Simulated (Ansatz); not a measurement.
Theory: DFT PBE, scalar-relativistic, plane waves, PAW (Ansatz). All cells share a 420 eV cutoff and Γ-centred k meshes spaced at most about 0.3 Å⁻¹ (about 0.25 or finer for metals, 2π included). Spin is collinear in cells that carry moments; the others ran without spin or lost their moments.

Temperature and zero-point effects are left out.

Question: Which of these relaxed structures of CuO is the lowest in energy?
A.
(parallel moments up to 0.4 μB)
```cif
data_structure
_symmetry_space_group_name_H-M 'P4/mmm'
_symmetry_Int_Tables_number 123
_cell_length_a 3.7820
_cell_length_b 3.7820
_cell_length_c 2.8575
_cell_angle_alpha 90.000
_cell_angle_beta 90.000
_cell_angle_gamma 90.000
_cell_volume 40.87
loop_
_atom_site_label
_atom_site_type_symbol
_atom_site_symmetry_multiplicity
_atom_site_Wyckoff_symbol
_atom_site_fract_x
_atom_site_fract_y
_atom_site_fract_z
_atom_site_occupancy
Cu1 Cu 1 d 0.50000 0.50000 0.50000 1
Cu2 Cu 1 a 0.00000 0.00000 0.00000 1
O1 O 2 e 0.00000 0.50000 0.50000 1
```

B.
(no moments)
```cif
data_structure
_symmetry_space_group_name_H-M 'Fm-3m'
_symmetry_Int_Tables_number 225
_cell_length_a 4.2443
_cell_length_b 4.2443
_cell_length_c 4.2443
_cell_angle_alpha 90.000
_cell_angle_beta 90.000
_cell_angle_gamma 90.000
_cell_volume 76.46
loop_
_atom_site_label
_atom_site_type_symbol
_atom_site_symmetry_multiplicity
_atom_site_Wyckoff_symbol
_atom_site_fract_x
_atom_site_fract_y
_atom_site_fract_z
_atom_site_occupancy
Cu1 Cu 4 a 0.00000 0.00000 0.00000 1
O1 O 4 b 0.50000 0.00000 0.00000 1
```

C.
(no moments)
```cif
data_structure
_symmetry_space_group_name_H-M 'P4_2/mmc'
_symmetry_Int_Tables_number 131
_cell_length_a 2.9490
_cell_length_b 2.9490
_cell_length_c 5.1505
_cell_angle_alpha 90.000
_cell_angle_beta 90.000
_cell_angle_gamma 90.000
_cell_volume 44.79
loop_
_atom_site_label
_atom_site_type_symbol
_atom_site_symmetry_multiplicity
_atom_site_Wyckoff_symbol
_atom_site_fract_x
_atom_site_fract_y
_atom_site_fract_z
_atom_site_occupancy
Cu1 Cu 2 c 0.50000 0.00000 0.50000 1
O1 O 2 f 0.50000 0.50000 0.25000 1
```

Answer: C. The next of these, B, lies 179 meV/atom higher. Forms: C P4_2/mmc; B rock salt type, Fm-3m; A P4/mmm. Counting O atoms around Cu (those within 1.25 times the shortest such distance or 1.15 times the sum of covalent radii; the shortest distance is added where it is long for a bond; a slash parts the counts of unlike sites): C has Cu 4; B has Cu 6; A has Cu 4/8 from 2.4 Å. Origin: A, invented; B, reached from a Materials Project cell, among other starts; C, reached from a Materials Project cell (its symmetry changed), among other starts.

In such compounds of Cu a zero gap at this level may well be an artefact, since no Hubbard U is applied. A magnetic state wasn't ruled out in cells without spin, among them P4_2/mmc, Fm-3m. Another magnetic order may lie lower. Cells relaxed within their symmetry can be saddle points. Some candidate types were left out of the draw beforehand, so a known form may be missing.
